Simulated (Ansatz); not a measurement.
**Al started in the widest void in corundum Al2O3, 121 atoms, charge −1**

How does the host give way around this defect, what does it cost to form, and which levels does it put into the gap? The levels of theory are PBEsol and HSE06.

Program: Ansatz 0.2.0, PAW, plane waves. These are calculated values, not measurements.

## Step 1: The system as built

121 atoms (49 Al, 72 O); a = 9.548 Å, b = 9.548 Å, c = 13.014 Å, α = 90.00°, β = 90.00°, γ = 120.00°. All atoms were shaken off their sites by about 0.02 Å along each axis; atoms next to an added one may be pushed further to make room. Defect site 1: (0.496, 0.490, 0.500).

Steps to follow: (2) PBEsol relaxation at the single k point (¼, ¼, ¼), on 1 × NVIDIA GB200 with 8 threads of Arm Neoverse-V2; (3) HSE06 single point at the single k point (¼, ¼, ¼), on 1 × NVIDIA GB200 with 8 threads of Arm Neoverse-V2.

## Step 2: Relaxing the atoms with PBEsol

Input file in.yaml:

```yaml
crystal:
  lattice:
    - [9.547862, 0.000000, 0.000000]
    - [-4.773931, 8.268691, 0.000000]
    - [0.000000, 0.000000, 13.013576]
  atoms:
    - { symbol: Al, position: [0.332959, 0.167722, 0.186245] }
    - { symbol: Al, position: [0.333355, 0.664676, 0.185678] }
    - { symbol: Al, position: [0.834528, 0.164060, 0.185897] }
    - { symbol: Al, position: [0.833687, 0.666915, 0.187461] }
    - { symbol: Al, position: [0.169525, 0.335725, 0.019042] }
    - { symbol: Al, position: [0.167547, 0.834743, 0.018986] }
    - { symbol: Al, position: [0.664689, 0.328401, 0.021979] }
    - { symbol: Al, position: [0.666700, 0.831429, 0.020474] }
    - { symbol: Al, position: [0.164489, 0.331506, 0.314894] }
    - { symbol: Al, position: [0.165592, 0.835571, 0.312656] }
    - { symbol: Al, position: [0.665010, 0.333840, 0.313647] }
    - { symbol: Al, position: [0.668876, 0.831903, 0.315717] }
    - { symbol: Al, position: [0.167165, 0.336628, 0.517568] }
    - { symbol: Al, position: [0.165372, 0.831759, 0.515770] }
    - { symbol: Al, position: [0.663627, 0.336397, 0.519614] }
    - { symbol: Al, position: [0.669848, 0.835612, 0.521156] }
    - { symbol: Al, position: [0.999030, 0.002591, 0.351694] }
    - { symbol: Al, position: [0.998929, 0.496604, 0.350678] }
    - { symbol: Al, position: [0.498326, 0.999976, 0.353166] }
    - { symbol: Al, position: [0.503810, 0.501983, 0.353472] }
    - { symbol: Al, position: [0.001153, 0.999232, 0.146412] }
    - { symbol: Al, position: [0.997241, 0.496892, 0.145924] }
    - { symbol: Al, position: [0.503127, 0.004112, 0.148897] }
    - { symbol: Al, position: [0.501170, 0.500255, 0.146082] }
    - { symbol: Al, position: [0.002252, 0.999479, 0.650194] }
    - { symbol: Al, position: [0.003004, 0.502604, 0.649703] }
    - { symbol: Al, position: [0.497770, 0.998934, 0.647194] }
    - { symbol: Al, position: [0.499929, 0.500806, 0.650102] }
    - { symbol: Al, position: [0.999799, 0.000676, 0.852446] }
    - { symbol: Al, position: [0.000303, 0.502045, 0.852891] }
    - { symbol: Al, position: [0.499050, 0.000281, 0.852814] }
    - { symbol: Al, position: [0.498044, 0.499223, 0.853539] }
    - { symbol: Al, position: [0.333084, 0.168783, 0.686543] }
    - { symbol: Al, position: [0.334339, 0.669814, 0.688560] }
    - { symbol: Al, position: [0.829485, 0.163176, 0.684696] }
    - { symbol: Al, position: [0.832435, 0.665298, 0.685636] }
    - { symbol: Al, position: [0.331742, 0.167218, 0.480482] }
    - { symbol: Al, position: [0.333666, 0.669105, 0.481108] }
    - { symbol: Al, position: [0.831976, 0.165391, 0.482536] }
    - { symbol: Al, position: [0.835819, 0.669743, 0.482870] }
    - { symbol: Al, position: [0.334384, 0.166255, 0.979480] }
    - { symbol: Al, position: [0.335517, 0.665500, 0.983674] }
    - { symbol: Al, position: [0.832773, 0.168827, 0.979100] }
    - { symbol: Al, position: [0.831281, 0.664530, 0.980387] }
    - { symbol: Al, position: [0.163046, 0.331916, 0.816596] }
    - { symbol: Al, position: [0.166966, 0.835236, 0.811840] }
    - { symbol: Al, position: [0.666008, 0.336403, 0.814267] }
    - { symbol: Al, position: [0.662973, 0.828187, 0.816034] }
    - { symbol: Al, position: [0.493843, 0.487351, 0.502359] }
    - { symbol: O, position: [0.157630, 0.002263, 0.250102] }
    - { symbol: O, position: [0.146362, 0.497205, 0.251066] }
    - { symbol: O, position: [0.656985, 0.003952, 0.250667] }
    - { symbol: O, position: [0.653043, 0.500803, 0.250793] }
    - { symbol: O, position: [0.329380, 0.012587, 0.083608] }
    - { symbol: O, position: [0.333685, 0.514120, 0.085577] }
    - { symbol: O, position: [0.834692, 0.012366, 0.083010] }
    - { symbol: O, position: [0.829737, 0.510309, 0.081879] }
    - { symbol: O, position: [0.996982, 0.151421, 0.251899] }
    - { symbol: O, position: [0.996655, 0.651375, 0.249640] }
    - { symbol: O, position: [0.500162, 0.152353, 0.251193] }
    - { symbol: O, position: [0.500247, 0.649410, 0.249981] }
    - { symbol: O, position: [0.350651, 0.348615, 0.250522] }
    - { symbol: O, position: [0.346201, 0.846652, 0.250634] }
    - { symbol: O, position: [0.843756, 0.346616, 0.249656] }
    - { symbol: O, position: [0.847864, 0.848236, 0.250650] }
    - { symbol: O, position: [0.181024, 0.164085, 0.085162] }
    - { symbol: O, position: [0.182450, 0.665187, 0.084986] }
    - { symbol: O, position: [0.677527, 0.163936, 0.082073] }
    - { symbol: O, position: [0.680358, 0.668898, 0.083654] }
    - { symbol: O, position: [0.179498, 0.014681, 0.581189] }
    - { symbol: O, position: [0.179851, 0.511544, 0.581562] }
    - { symbol: O, position: [0.678224, 0.010568, 0.582101] }
    - { symbol: O, position: [0.681216, 0.514107, 0.583900] }
    - { symbol: O, position: [0.165340, 0.180609, 0.417322] }
    - { symbol: O, position: [0.166484, 0.679740, 0.417243] }
    - { symbol: O, position: [0.666331, 0.176815, 0.415819] }
    - { symbol: O, position: [0.668391, 0.678008, 0.414005] }
    - { symbol: O, position: [0.012844, 0.331408, 0.415310] }
    - { symbol: O, position: [0.016623, 0.832629, 0.416513] }
    - { symbol: O, position: [0.513831, 0.336221, 0.416828] }
    - { symbol: O, position: [0.513231, 0.830461, 0.418363] }
    - { symbol: O, position: [0.011708, 0.178524, 0.914713] }
    - { symbol: O, position: [0.018341, 0.680651, 0.917822] }
    - { symbol: O, position: [0.512677, 0.182777, 0.914710] }
    - { symbol: O, position: [0.512621, 0.676325, 0.917678] }
    - { symbol: O, position: [0.999158, 0.346435, 0.751382] }
    - { symbol: O, position: [0.000188, 0.851242, 0.749653] }
    - { symbol: O, position: [0.494383, 0.346050, 0.750889] }
    - { symbol: O, position: [0.504518, 0.852589, 0.747968] }
    - { symbol: O, position: [0.489323, 0.319713, 0.082600] }
    - { symbol: O, position: [0.490498, 0.822192, 0.084451] }
    - { symbol: O, position: [0.986827, 0.317806, 0.082789] }
    - { symbol: O, position: [0.983448, 0.816164, 0.081967] }
    - { symbol: O, position: [0.485796, 0.168328, 0.582969] }
    - { symbol: O, position: [0.482649, 0.666276, 0.582082] }
    - { symbol: O, position: [0.983461, 0.166907, 0.581574] }
    - { symbol: O, position: [0.992216, 0.671000, 0.581514] }
    - { symbol: O, position: [0.330798, 0.317124, 0.583919] }
    - { symbol: O, position: [0.331784, 0.817102, 0.584972] }
    - { symbol: O, position: [0.832521, 0.321227, 0.584878] }
    - { symbol: O, position: [0.832305, 0.819566, 0.583489] }
    - { symbol: O, position: [0.317768, 0.485113, 0.413010] }
    - { symbol: O, position: [0.322766, 0.986161, 0.418401] }
    - { symbol: O, position: [0.819809, 0.488621, 0.414695] }
    - { symbol: O, position: [0.818702, 0.986453, 0.413275] }
    - { symbol: O, position: [0.319131, 0.336072, 0.916435] }
    - { symbol: O, position: [0.319822, 0.831931, 0.915978] }
    - { symbol: O, position: [0.817425, 0.329064, 0.918973] }
    - { symbol: O, position: [0.822977, 0.836857, 0.918498] }
    - { symbol: O, position: [0.344214, 0.001803, 0.749333] }
    - { symbol: O, position: [0.347894, 0.501144, 0.751208] }
    - { symbol: O, position: [0.849468, 0.001042, 0.752338] }
    - { symbol: O, position: [0.842655, 0.496808, 0.749258] }
    - { symbol: O, position: [0.153645, 0.155259, 0.750020] }
    - { symbol: O, position: [0.149465, 0.649472, 0.748803] }
    - { symbol: O, position: [0.656120, 0.158194, 0.749359] }
    - { symbol: O, position: [0.653045, 0.652834, 0.751985] }
    - { symbol: O, position: [0.165628, 0.488752, 0.915874] }
    - { symbol: O, position: [0.164931, 0.986785, 0.916384] }
    - { symbol: O, position: [0.663866, 0.487178, 0.918700] }
    - { symbol: O, position: [0.669417, 0.989665, 0.917689] }
  symmetry: { detect: false }
kpoints:
  mp_grid: { grid: [1, 1, 1], shift: [0.25, 0.25, 0.25] }
hamiltonian:
  xc: pbesol
total_charge: -1
scf:
  occupations: { method: fermi_dirac, width: 0.01 }
relax:
  f_tol: 0.03
  max_steps: 80
  escape_saddle: false
  adjacent_minimum: "off"
output:
  forces: true
  eigenvalues: true
  populations: true
  charged_corrections: { epsilon: 10 }
```

The run is started by

```bash
$ ansatz run in.yaml --threads 8 --pin off --max-ram 118750MiB --runs-dir r --events-out ev --progress --plain --backend cuda --devices 0, --max-vram 170GiB
```

The runs that follow: Single point with HSE06.

Q: Predict the outcome of this session. Wanted: for each run, formation energy; host gap; top filled to lowest empty.

**Answer**, as computed:

```
             level        time  formation energy (eV)  host gap (eV)  top filled to lowest empty (eV)
PBEsol, relaxation  12 s (GPU)                  17.20           6.03                             1.61
             HSE06  22 s (GPU)                  18.83           8.00                             2.85
```

```
     quantity                              value
   relaxation  12 recorded steps, 9.15 eV gained
largest shift                       0.55 Å (O80)
```

**What this shows.** Relaxation gains 9.15 eV, with shifts up to 0.55 Å (O80). The formation energy at E_F = VBM goes from 17.20 eV (PBEsol) to 18.83 eV (HSE06), as the host gap goes from 6.03 to 8.00 eV. The reservoirs are the elements' reference phases; where the defect changes the composition, the value depends on that choice. HSE06 puts 2 localised levels over 0.1 eV inside the gap, at 4.82 (filled), 6.27 (filled) eV, the tightest of them shared by about 8 atoms. The one k point lies off Γ, so the host's band edges aren't sampled; a defect level near or above the conduction edge can stay filled here though it would empty into the band on a fuller mesh. The host's edges were read at Γ, so band-like levels at this k point need not coincide with them. Finite-cell errors of some tenths of an eV remain in such numbers. The dielectric constant of 10 in the correction is an assumed value.
